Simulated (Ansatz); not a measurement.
# CO2: relaxing cell and atoms, part 2 of 2

Wanted: the geometry at rest of CO2 (a strained cell with displaced atoms), relaxing cell and atoms, and its electronic structure there.

Ansatz 0.2.0; DFT, r2SCAN, no spin polarisation, plane waves, PAW. Relaxing cell and atoms. The steps go on from the part before.

## Step 6: Fields in real space

Maps in the plane spanned by b and c at height 0.997 along a (axes of the input's cell), one cell: b runs left to right (17 points from zero), c bottom to top (17 points), 90° apart. Inside the augmentation spheres the fields are the smooth ones.

Valence density. Ten steps from '0' (0.00 e/Å³) to '9' (2.25 e/Å³), finer at the low end (step k begins (100^(k/10) - 1)/99 of the way up):
```
98753100000135799
87531100000136899
65321122110135787
43112344321124565
21113567643112333
00024688865311111
00024789987531000
00013689998642100
00012468999864100
00001357899874200
01111135688874200
23332113467753211
45554211244432112
67875310112221134
89986310000111356
99975310000012468
99864200000024689
```

ELF. Ten even steps from '0' (0.00) to '9' (0.81):
```
44752000000047899
97520000000058999
75200022100048998
52001576520016887
20005898752001454
00027999975100000
00037899976510000
00015799316752000
00002577129975100
00000256699987300
00000015799997300
24541002578986000
57886100257761002
78998400012200015
89998610000000147
49987410000001575
04975200000025784
```

Atoms within 0.2 Å of the plane, in fractions of b and c: C at (0.00, 1.00), C at (0.50, 0.50).

Along short contacts, where the density is least:

```tsv
contact	length (Å)	minimum at (fraction)	density (e/Å³)	ELF
C1–O5	1.160	none clear	–	–
```

## Step 7: Results

The summary covers parts 1 to 2.

| quantity | value |
| --- | --- |
| moves | 6 |
| energy gained | 687.8 meV/atom |
| largest move | 0.16 Å (O5) |
| space group (0.01 Å), before / after | P1 / Pa-3 |
| cell | a = 5.581 Å, b = 5.578 Å, c = 5.577 Å, α = 90.00°, β = 90.00°, γ = 89.99° |
| volume | 14.47 Å³/atom (+0.1 %) |
| pressure at the end | 0.00 GPa |
| formation energy (elements from separate runs) | -1.36 eV/atom |
| gap (mesh) | 7.72 eV, direct |

In words: The volume grew by 0.1 %, and the largest move of an atom is 0.16 Å apart from the change of the cell; the energy fell by 687.8 meV per atom. Within 0.01 Å the space group went from P1 to Pa-3. The levels show a gap of 7.72 eV, direct at the points sampled. Against the elements' reference phases (C graphite, O2 molecule; separate runs with the same functional) the formation energy is -1.36 eV per atom, so it is bound against them, though other compounds may compete.

These are semilocal Kohn-Sham gaps, which aren't the measured quantity. Such gaps usually fall short of the measured ones.
